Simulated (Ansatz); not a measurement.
The system is CuI (Marshite).

```
CELL_PARAMETERS angstrom
0.00000 3.03150 3.03150
3.03150 0.00000 3.03150
3.03150 3.03150 0.00000
ATOMIC_POSITIONS crystal
I 0.00000 0.00000 0.00000
Cu 0.75000 0.75000 0.75000
```

Base run:

- Program: Ansatz 0.2.0
- Functional: PBEsol
- Potentials or basis: all-electron PAW datasets made for the crystal
- Cutoff: 250 eV (chosen from the basis error)
- k mesh: 8 × 8 × 8
- Occupations: fixed
- Spin: no spin polarisation

Its results: band gap on the k mesh 1.01 eV, direct; electronic dielectric tensor (diagonal) 6.48.

Question: The run is repeated on the same cell with these changes: functional from PBEsol to LDA. What comes out?

Answer: Band gap on the k mesh 0.94 eV, direct; electronic dielectric tensor (diagonal) 6.55.

Caveats: the program warned that the printed levels may be off, so bands, gaps and densities of states are rough; spin-orbit coupling is left out, which moves the levels of the heavy elements.

